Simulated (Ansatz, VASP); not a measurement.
## One calculation of Al, two programs

The input INCAR:

```
PREC     = Accurate       # precision mode
ENCUT    = 520            # plane-wave cutoff, eV
EDIFF    = 1E-7           # SCF threshold, eV
ISMEAR   = 0              # smearing method
SIGMA    = 0.15           # smearing width, eV
LREAL    = F              # projectors in reciprocal space
LASPH    = T              # aspherical terms in the spheres
NELM     = 80             # most SCF steps
ALGO     = Normal         # electronic algorithm
ISIF     = 2              # what is computed and relaxed
LWAVE    = F              # write WAVECAR
LCHARG   = F              # write CHGCAR
GGA      = PS             # functional
NBANDS   = 14             # bands
```

KPOINTS

```
regular mesh
0
Gamma
  8 8 8
```

POSCAR

```
Al
1.0
    4.0155561827      0.0000000000      0.0000000000
    0.0000000000     -4.0155561827      0.0000000000
    0.0000000000      0.0000000000     -4.0155561827
Al
4
Direct
    0.0000000000      0.5000000000      0.5000000000
    0.5000000000      0.0000000000      0.5000000000
    0.5000000000      0.5000000000      0.0000000000
    0.0000000000      0.0000000000      0.0000000000
```

Input for Ansatz:

```yaml
crystal:
  lattice:
    - [4.0155561827, 0.0, 0.0]
    - [0.0, -4.0155561827, 0.0]
    - [0.0, 0.0, -4.0155561827]
  atoms:
    - { symbol: Al, position: [0.0, 0.5, 0.5] }
    - { symbol: Al, position: [0.5, 0.0, 0.5] }
    - { symbol: Al, position: [0.5, 0.5, 0.0] }
    - { symbol: Al, position: [0.0, 0.0, 0.0] }
basis:
  ecutwfc: 420
kpoints:
  mp_grid: { grid: [8, 8, 8] }
hamiltonian:
  xc: pbesol
scf:
  occupations: { method: gaussian, width: 0.15 }
output:
  forces: true
  stress: true
  eigenvalues: true
```

Alike in both runs: task single point; functional PBEsol; k mesh 8 × 8 × 8; occupations gaussian, width 0.15 eV; no spin polarisation.

|  | VASP | Ansatz |
| --- | --- | --- |
| version | VASP 6.6.1 | Ansatz 0.2.0 |
| potentials or method | VASP PAW PBE potentials, release 64 (Al) | scalar-relativistic, plane waves, PAW |
| plane-wave cutoff (eV) | 520 | 420 |
| valence electrons in the cell | 12 | 12 |

|  | VASP | Ansatz | Ansatz less VASP |
| --- | --- | --- | --- |
| gap on the k mesh at the Fermi level (eV) | none | none | - |
| pressure (GPa) | 0.3 | 0.3 | -0.06 |

A gap of «none» marks a metal or a gap that the smearing closes.

Caveats: the PAW data sets were made with another functional, which shifts forces and pressure a little (VASP).
